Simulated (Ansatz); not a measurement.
The system is Pb.

```
Pb
1.0
     3.52437    0.00000    0.00000
    -1.76218    3.05219    0.00000
     0.00000    0.00000   11.49524
Pb
4
Direct
  0.66667 0.33333 0.75000
  0.00000 0.00000 0.50000
  0.33333 0.66667 0.25000
  0.00000 0.00000 0.00000
```

This isn't the form of Pb at room conditions, which is fcc.

* Program: Ansatz 0.2.0
* Task: relaxation of cell and atoms
* Functional: PBEsol
* Potentials or basis: Ansatz PAW
* Cutoff: 420 eV (not typed: the program's choice for these potentials)
* k mesh: 9 × 9 × 3
* Occupations: fermi-dirac, width 0.05 eV
* Spin: no spin polarisation

At the start: volume 30.91 Å³/atom.

Question: How do energy, volume and symmetry change on relaxing?

Answer: It ends after 4 steps and the volume is 29.89 Å³/atom (-3.3 %); space group P6_3/mmc (No. 194, to 0.05 Å).

The path:
| step | energy change (eV) | largest force (eV/Å) | volume (Å³) |
| --- | --- | --- | --- |
| 1 | 0.0000 | 0.0000 | 123.65 |
| 2 | -0.0208 | 0.0000 | 118.69 |
| 3 | -0.0216 | 0.0000 | 119.57 |
| 4 | -0.0211 | 0.0000 | 119.57 |

Final structure:
```cif
data_structure
_symmetry_space_group_name_H-M 'P 1'
_symmetry_Int_Tables_number 1
_cell_length_a 3.4777
_cell_length_b 3.4777
_cell_length_c 11.4157
_cell_angle_alpha 90.000
_cell_angle_beta 90.000
_cell_angle_gamma 120.000
_cell_volume 119.57
loop_
_atom_site_label
_atom_site_type_symbol
_atom_site_fract_x
_atom_site_fract_y
_atom_site_fract_z
_atom_site_occupancy
Pb1 Pb 0.66667 0.33333 0.75000 1
Pb2 Pb 0.00000 0.00000 0.50000 1
Pb3 Pb 0.33333 0.66667 0.25000 1
Pb4 Pb 0.00000 0.00000 0.00000 1
```

Caveat: the plane-wave basis is chosen anew once the cell has moved, so the energies of steps on either side of that aren't comparable; the PAW data sets come from PBE, with cores solved anew for the run's functional, which leaves a small shift of forces and pressure.
